**Question**

I relaxed phosphorus cells under several pressures, from 25 GPa in the first row to 3 GPa in the last, and got this table:

Two-atom cells of phosphorus, with shape, volume and atomic positions relaxed at set pressures from 25 to 3 GPa in VASP 6.6.1, using PBEsol with D3(BJ) dispersion and the recommended PBE PAW potentials, without spin polarisation. The plane-wave cutoff is 250 eV, the k mesh 15 × 15 × 15 and the Gaussian smearing 0.1 eV; bc is the angle between cell edges b and c.

```
volume (relaxed cell) (Å³/atom)  shortest distance (relaxed cell) (Å)  relaxed length a (Å)  relaxed angle bc (degree)
                         11.862                                 2.281                 3.225                      60.00
                         11.869                                 2.281                 3.226                      59.99
                         12.208                                 2.303                 3.256                      59.99
                         12.604                                 2.327                 3.292                      59.98
                         12.957                                 2.349                 3.322                      59.99
                         13.316                                 2.369                 3.352                      59.99
                         13.325                                 2.370                 3.353                      59.99
```

1. Do equal lengths and 60° angles mean that the atoms are close-packed?
2. Why does each extra gigapascal buy less compression?
3. Why are there two almost equal rows at each end?
4. Which digits can I trust?
5. What would change without the dispersion term D3?
6. Can I use the largest volumes as densities of real phosphorus at low pressure?

**Answer**

Two magnitudes are worth remembering: one extra gigapascal shrinks this solid by about half a per cent, and the small basis costs it somewhat more than one per cent of its volume. Both follow from one rule, $\Delta V/V\approx-\Delta P/K$, where $V$ is the volume per atom, $P$ the pressure and $K$ the bulk modulus, or stiffness.

**1. Packing.** No, this is simple cubic phosphorus, in which each atom has six neighbours. The two-atom cell has its edges along face diagonals of the small cubes, so they meet at 60° and measure $\sqrt2$ times the shortest distance. That distance is $V^{1/3}$, which is why an 11% fall in volume shortens the edges by only 3.8%.

**2. Stiffening.** The bulk modulus rises from about 160 GPa at the low-pressure end to about 220 GPa at the high-pressure end. Had it kept its low value, the volume at 25 GPa would be 11.62 Å³/atom instead of 11.862. A curve in which stiffness grows linearly with pressure follows the five rows used to fit it closely, but with three adjustable constants that is a mild test.

Theory supplies the reason. Squeezed electrons gain kinetic energy roughly as $V^{-2/3}$, while their attraction to the ions grows only as $V^{-1/3}$, so resistance gains on attraction as the cell shrinks. A free-electron gas with five electrons per atom shows the first half of this. From row 13.316 to row 11.869 its band of filled levels widens by 8.0%, and the computed one by 7.5%. The analogy ends at the stiffness itself: without the ions' attraction, the gas would be four to five times too stiff.

**3. Twin rows.** They are the same crystal described with different sets of plane waves. A relaxation keeps the set chosen for its starting cell. Row 11.869 started from a larger cell, with edges of 3.257 Å, and shrinking them to 3.226 Å raised the effective cutoff from 250 to 254.8 eV. Its enthalpy is therefore 13.5 meV per cell below that of row 11.862, as a more complete basis requires. At the other end, row 13.316 started from a smaller cell and has the poorer basis of its pair.

**4. Digits.** The same effect falsifies the pressure. With a fixed number of plane waves, the cutoff $E_\text{cut}$ rises as $V^{-2/3}$ when the cell shrinks. The better basis lowers the energy, and the relaxation mistakes this gain for a real inward pull, known as Pulay stress. Its size is

$$\Delta P=\frac23\,\frac{E_\text{cut}}{2V}\left|\frac{dE}{dE_\text{cut}}\right|,$$

where $E$ is the energy of the two-atom cell. At equal pressure, the enthalpy difference of the twins gives the last factor to first order. For the pair at 25 GPa,

$$\Delta P\approx\frac23\cdot\frac{250}{2\times11.862}\cdot\frac{0.0135}{254.8-250.1}\approx0.020\ \text{eV/Å}^3\approx3.2\ \text{GPa}.$$

A second route, comparing energy differences between neighbouring volumes with the reported pressures, also gives 3.2 GPa there. Near 3 GPa the two routes give 2.4 and 2.2 GPa. Divided by the stiffness, this makes the cells about 1.4% too small in volume at both ends, or roughly 0.016 Å too short in the edge.

So the second decimal of the lengths is already uncertain, while the trend is safe. The one or two hundredths of a degree missing from most angles are too small to be read as a distortion. Restarting from the relaxed cell doesn't cure the Pulay error, because it only resets the cutoff to 250 eV. A higher cutoff does, and it would also reveal the basis error that this estimate leaves out.

**5. Without D3.** The cells would be larger. Between 3 and 7.5 GPa, the dispersion term pulls inward with about 5.4 GPa. By the rule above, removing it would expand the cell at 3 GPa by roughly 3.5%, more than the basis error. D3 adds up attractions between pairs of atoms and ignores their screening by the metal's electrons, so the pull may be too strong; this table can't settle that.

**6. Real phosphorus.** No. At room temperature it becomes simple cubic only above roughly 10 GPa; at lower pressure its stable structures are layered. Judged by their reported pressures, the three largest volumes follow the cubic crystal below that range. The relaxation stayed there because the forces that would break the symmetry all but vanish in an almost perfectly symmetric cell, which doesn't prove stability. Nor does the unbroken series of cubic cells, because the table is a selection that leaves out failed runs and some with graver warnings. Vibrational frequencies would test stability, and none were computed.

The printed analysis below gives the fit and both pressure estimates.

Output of the analysis:

```
fit of press on 5 rows (matched): constant -44.03 +/- 0.12, coefficient of (13/vol)**s 51.01 +/- 0.1, s 3.304; rms 0.0224, worst 12.957 0.0389, leave-one-out rms 0.0622
  rows outside the fit (model, value, miss): 11.869 24.88, 24.99, -0.114; 13.316 3.092, 3.004, 0.0884
Pressure, geometry, basis and stiffness:
     row  P_GPa  edge_from_volume_A  effective_cutoff_eV  bulk_modulus_GPa  free_electron_width_eV
  11.862  25.01               3.225                250.1             228.1                    20.5
  11.869  24.99               3.226                254.8             227.7                   20.49
  12.208  18.76               3.256                250.1             207.4                   20.11
  12.604   12.5               3.291                250.1             186.7                   19.69
  12.957  7.506               3.322                249.9             170.4                   19.33
  13.316  3.004               3.352                245.5             155.7                   18.98
  13.325  3.002               3.353                249.9             155.3                   18.97
Fall of volume from 13.325 to 11.862 (%): 10.98
Fall of edge over the same range (%): 3.817
Bulk modulus between 3 and 7.5 GPa, finite difference (GPa): 160.8
Bulk modulus between 18.75 and 25 GPa, finite difference (GPa): 217.4
Volume at 25 GPa if the modulus stayed at its low-pressure value (A^3/atom): 11.62
Enthalpy of row 11.869 less row 11.862 (meV/cell): -13.46
Enthalpy of row 13.325 less row 13.316 (meV/cell): -10.47
Missing pressure near 25 GPa from the pair of enthalpies (GPa): 3.203
Missing pressure between 18.75 and 25 GPa from energy differences (GPa): 3.213
Missing pressure near 3 GPa from the pair of enthalpies (GPa): 2.416
Missing pressure between 3 and 7.5 GPa from energy differences (GPa): 2.193
Volume too small at 25 GPa, estimate (%): 1.408
Volume too small at 3 GPa, estimate (%): 1.412
Edge too short at 3 GPa, estimate (A): 0.01578
Inward pull of D3 between 3 and 7.5 GPa (GPa): 5.431
First-order growth of volume at 3 GPa without D3 (%): 3.496
Computed occupied band width, row 13.316 (eV): 17.56
Computed occupied band width, row 11.869 (eV): 18.87
Growth of computed width from 13.316 to 11.869 (%): 7.454
Growth of free-electron width from 13.316 to 11.869 (%): 7.971
```
